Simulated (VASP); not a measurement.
Runs of VASP 6.6.1 on Ir. The structure is hexagonal, space group P6_3/mmc (No. 194). Conventional cell: a = 2.751 Å, b = 2.751 Å, c = 4.462 Å, α = 90.00°, β = 90.00°, γ = 120.00°. Ir (site symmetry -6m2) has 12 Ir at 2.74 to 2.75 Å as nearest neighbours. This isn't the form of Ir at room conditions, which is fcc.

| level | potentials or basis | pressure (GPa) |
| --- | --- | --- |
| LDA | VASP PAW LDA potentials, release 64 (Ir) | -15.8 |
| PW91 | VASP PAW PBE potentials, release 64 (Ir) | 2.5 |
| PBEsol | VASP PAW PBE potentials, release 64 (Ir) | -11.6 |
| RPBE | VASP PAW PBE potentials, release 64 (Ir) | (a) |

Alike in all rows: task band structure; no spin polarisation; cell as given; k mesh 11 × 11 × 6; cutoff (eV) 520; smearing fermi-dirac 0.05 eV.

Problem. Estimate the missing entries.

Solution. (a) 3.1.

Caveats: the PAW data sets were made with another functional, which shifts forces and pressure a little (some runs).
